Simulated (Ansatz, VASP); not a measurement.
# SiC (Moissanite 3C) in two plane-wave programs, part 3 of 3

One calculation is typed for both programs; each brings its own data sets and cutoff. How far apart do they land? The cell is taken from a series of VASP runs on this material, whose earlier steps may have relaxed, scaled or displaced it; both programs get it as it stands.

VASP 6.6.1 and Ansatz 0.2.0.

So far. Step 4 (Differences): The walks stopped with 0.05 GPa left in Ansatz and -0.03 GPa in VASP; each walk ends within a tolerance, so the volume difference is uncertain by about these residues over the bulk modulus, most in soft cells.

## 5. Ansatz: relaxation of cell and atoms, RPBE

Level of this step: Ansatz beside VASP: Kohn-Sham DFT, plane waves, RPBE (Ansatz).

The relaxed volume is the usual yardstick between codes: its relative difference is about their pressure difference at one cell divided by the bulk modulus. The cell compared in this pair holds 21.31 Å³, against 20.60 Å³ for the pair before.

The cell is taken from a series of VASP runs on this material, whose earlier steps may have relaxed, scaled or displaced it; both programs get it as it stands.

The input, input.yaml:

```yaml
crystal:
  lattice:
    - [0.0, 2.2005756606, 2.2005756606]
    - [2.2005756606, 0.0, 2.2005756606]
    - [2.2005756606, 2.2005756606, 0.0]
  atoms:
    - { symbol: Si, position: [0.0, 0.0, 0.0] }
    - { symbol: C, position: [0.75, 0.75, 0.75] }
hamiltonian:
  xc: rpbe
  pseudopotentials: { kind: paw }
kpoints:
  mp_grid: { grid: [8, 8, 8] }
scf:
  occupations: { method: gaussian, width: 0.03 }
relax:
  f_tol: 0.01
  max_steps: 60
  cell: { stress_tol: 0.05 }
output:
  forces: true
  stress: true
```

Run with:

```sh
> ansatz run input.yaml --threads 4 --pin off --max-ram 9216MiB --backend cpu --events-out ev --progress --plain --runs-dir out
```

Numbers of over 12 decimals in the logs are rounded to 6 here.

What it wrote:

```text
[...]
Crystal: 2 atoms, lattice volume = 21.313 Å³
Basis set: ecut = 420 eV, 411 PW (Γ), exchange–correlation on 48×48×48 points (8 copies of the dense FFT grid, shifted against one another)
Bands: 8, of which v1, the nominal top of the filled ones, is band 4 counted from 1 (3 counted from 0)
Symmetry: 24 space group operations
[...]
k-points: 29 of 512 (time reversal used)
[...]
0.043845       0.000000       0.000000
        0.000000       0.043845       0.000000
       -0.000000       0.000000       0.043845
  P = ⅓ Tr σ = 0.0438 GPa (0.438 kbar)
--- Relaxed structure (2 steps of the walk, 2 accepted, 1 SCFs on fresh bases) ---
[...]
cell:  # Å, volume = 21.3179 Å³
    - [0, 2.200754, 2.200754]
    - [2.200754, 0, 2.200754]
    - [2.200754, 2.200754, 0]
  atoms:
    - { symbol: Si, position: [0, 0, 0] }
    - { symbol: C, position: [0.75, 0.75, 0.75] }
[key lines of the parts left out:]
SCF converged after 5 iterations
Free energy (F): -891.481511 eV
Fermi energy:    9.910639 eV
```

Run time: 0.8 s. Hardware: 4 threads of Arm Neoverse V1, shared host; peak memory 0.27 GiB.

## 6. VASP: relaxation of cell and atoms, RPBE

The same cell, functional, mesh and smearing now go to VASP, with its own data sets and cutoff.

The input, INCAR:

```
SYSTEM = SiC
PREC = Accurate
ENCUT = 520
EDIFF = 1E-06
NELM = 100
ISMEAR = 0
SIGMA = 0.03
LREAL = .FALSE.
ALGO = Normal
GGA = RP
NBANDS = 10
LORBIT = 11
LWAVE = .FALSE.
LCHARG = .FALSE.
KPAR = 8
IBRION = 2
NSW = 50
ISIF = 3
EDIFFG = -0.006
```

The input, POSCAR:

```
SiC
1.0
    0.0000000000      2.2005756606      2.2005756606
    2.2005756606      0.0000000000      2.2005756606
    2.2005756606      2.2005756606      0.0000000000
Si C
1 1
Direct
    0.0000000000      0.0000000000      0.0000000000
    0.7500000000      0.7500000000      0.7500000000
```

The input, KPOINTS:

```
Automatic mesh
0
Gamma
8 8 8
0 0 0
```

PAW data sets: Si and C (PBE family, release 64).

Run with:

```sh
> mpirun -np 8 vasp_std
```

What it wrote:

```text
[banner, memory and clock lines left out]
running    8 mpi-ranks, on    1 nodes
[...]
[... a notice as in an earlier step ...]

 [... a notice as in an earlier step ...]

 LDA part: xc-table for (Slater+PW92), standard interpolation
 POSCAR, INCAR and KPOINTS ok, starting setup
[...]
entering main loop
       N       E                     dE             d eps       ncg     rms          rms(c)
DAV:   1     0.669031477402E+01    0.66903E+01   -0.40910E+03   596   0.680E+02
DAV:   2    -0.152627313680E+02   -0.21953E+02   -0.20090E+02   748   0.113E+02
DAV:   3    -0.160245487827E+02   -0.76182E+00   -0.76069E+00   682   0.183E+01
DAV:   4    -0.160277902408E+02   -0.32415E-02   -0.32413E-02   664   0.152E+00
[...]
DAV:  10    -0.143236205996E+02   -0.20481E-03   -0.34354E-04   622   0.130E-01    0.216E-02
DAV:  11    -0.143236243984E+02   -0.37988E-05   -0.64139E-05   660   0.438E-02    0.524E-03
DAV:  12    -0.143236253926E+02   -0.99422E-06   -0.26818E-06   586   0.120E-02
[...]
DAV:   1    -0.143237018031E+02   -0.77405E-04   -0.34294E-03   586   0.416E-01    0.684E-02
DAV:   2    -0.143236450113E+02    0.56792E-04   -0.14519E-04   596   0.680E-02    0.344E-02
DAV:   3    -0.143236344513E+02    0.10560E-04   -0.20596E-05   626   0.278E-02    0.900E-03
DAV:   4    -0.143236332627E+02    0.11886E-05   -0.31470E-06   586   0.904E-03    0.456E-03
DAV:   5    -0.143236334975E+02   -0.23474E-06   -0.12665E-07   296   0.228E-03
   2 F= -.14323633E+02 E0= -.14323633E+02  d E =-.810486E-05
 trial-energy change:   -0.000008  1 .order   -0.000003   -0.000180    0.000174
 step:   0.5300(harm=  0.5087)  dis= 0.00000  next Energy=   -14.323674 (dE=-0.484E-04)
[...]
N       E                     dE             d eps       ncg     rms          rms(c)
DAV:   1    -0.143236922506E+02   -0.58988E-04   -0.75470E-04   584   0.195E-01    0.318E-02
DAV:   2    -0.143236783369E+02    0.13914E-04   -0.32781E-05   594   0.322E-02    0.159E-02
DAV:   3    -0.143236749682E+02    0.33687E-05   -0.45470E-06   598   0.131E-02    0.424E-03
DAV:   4    -0.143236740895E+02    0.87870E-06   -0.67073E-07   294   0.427E-03
   3 F= -.14323674E+02 E0= -.14323674E+02  d E =-.486969E-04
[...]
reached required accuracy - stopping structural energy minimisation
```

Parts of OUTCAR (step 6):

```text
  Total        0.0020632      0.0020632      0.0020632     -0.0000000      0.0000000     -0.0000000
  in kB        0.1553944      0.1553944      0.1553944     -0.0000000      0.0000000     -0.0000000
  external PRESSURE =       0.1553944 kB  Pullay stress =       0.0000000 kB

 POSITION                                       TOTAL-FORCE (eV/Angst)
 -----------------------------------------------------------------------------------
      0.00000      0.00000      0.00000        -0.000000     -0.000000     -0.000000
      3.29876      3.29876      3.29876         0.000000      0.000000      0.000000
 -----------------------------------------------------------------------------------
    total drift:                               -0.000000     -0.000000     -0.000000

  FREE ENERGIE OF THE ION-ELECTRON SYSTEM (eV)
  ---------------------------------------------------
  free  energy   TOTEN  =       -14.3236740895 eV

  energy  without entropy=      -14.3236740895  energy(sigma->0) =      -14.32367409

[... 2 parts as in an earlier step ...]

[... 2 further parts left out ...]
[key lines of the parts left out:]
E-fermi :   8.0252
```

## 7. Side by side

What differs besides the data sets and the points named for the pairs above, as far as they apply: the cutoff is 420 eV in Ansatz and 520 eV in VASP; Ansatz makes its cores anew for this functional, VASP keeps those of its PBE data sets; VASP leaves aspherical gradient terms in its spheres out (LASPH is not set), Ansatz keeps them. Total energies have different zeros and are not compared.

Both answers:

| quantity | Ansatz | VASP | difference |
| --- | --- | --- | --- |
| volume (Å³) | 21.32 | 21.27 | +0.22 % |
| edge a after relaxation, in the typed setting (Å) | 3.112 | 3.110 | +0.07 % |

The walks stopped with 0.04 GPa left in Ansatz and 0.02 GPa in VASP; each walk ends within a tolerance, so the volume difference is uncertain by about these residues over the bulk modulus, most in soft cells.

## 8. Outcome

```json
{
 "difference in volume (relaxation of cell and atoms, r2SCAN with rVV10)": "0.025 %",
 "difference in volume (relaxation of cell and atoms, RPBE)": "0.22 %"
}
```

In words: The difference in volume is 0.22 % (relaxation of cell and atoms, RPBE), within the 1.2 % picked in this series as the mark of a large difference, as far as the stopping tolerances let one tell. Such differences can come from data sets, numerical settings and the points named under the comparisons, not from the functional's error against experiment.

[Lines on the potential files, build, host, timing and source positions are cut from VASP's logs without a mark.]

[Logs are printed without paths, hosts, clocks, repeated set-up lines and the standing remarks that a program may print on its own settings, such as how far it seeks lower states.]

[Hosts, paths, dates, database ids (printed as entryN), source tags and the programs' standing remarks are cut or masked in the printed files.]
